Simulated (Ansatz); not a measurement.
Crystal: TaN.

```
CELL_PARAMETERS angstrom
5.19600 0.00000 0.00000
-2.59800 4.49987 0.00000
0.00000 0.00000 2.91100
ATOMIC_POSITIONS crystal
Ta 0.33333 0.66667 0.50000
Ta 0.66667 0.33333 0.50000
Ta 0.00000 0.00000 0.00000
N 0.39285 0.00000 0.00000
N 0.60715 0.60715 0.00000
N 0.00000 0.39285 0.00000
```

| Quantity | Value |
| --- | --- |
| Program | Ansatz 0.2.0 |
| Task | single point |
| Functional | PBE |
| Potentials or basis | Ansatz PAW |
| Cutoff | 420 eV (not typed: the program's choice for these potentials) |
| k mesh | 6 × 6 × 9 |
| Occupations | fermi-dirac, width 0.05 eV |
| Spin | no spin polarisation |

On this cell: pressure 4.9 GPa; largest force 0.041 eV/Å; band gap on the k mesh none (metal or under the smearing width).

The same run follows on a disturbed copy (atoms moved at random, drawn with an rms of 0.05 Å):

```
Ta N
1.0
     5.19600    0.00000    0.00000
    -2.59800    4.49987    0.00000
     0.00000    0.00000    2.91100
Ta N
3 3
Direct
  0.33787 0.65988 0.50085
  0.65754 0.33311 0.49504
  0.01335 0.00794 0.99303
  0.39876 0.00058 0.01730
  0.61078 0.61349 0.97602
  0.01064 0.39565 0.00168
```

Question: What does the disturbed cell give?

Answer: The energy (extrapolated to zero smearing) moves by +35.5 meV/atom; pressure 6.5 GPa; largest force 2.047 eV/Å; band gap on the k mesh none (metal or under the smearing width).

Forces on the atoms (eV/Å):
```
Ta  -1.039  1.110 -0.308
Ta   2.026  0.210  0.205
Ta  -0.674 -0.814  0.180
N    0.013 -0.181 -1.009
N    0.623 -0.158  1.151
N   -0.949 -0.167 -0.219
```

Stress tensor (GPa, compression positive):
```
 7.45 -1.20  1.09
-1.20  6.09  1.09
 1.09  1.09  5.96
```
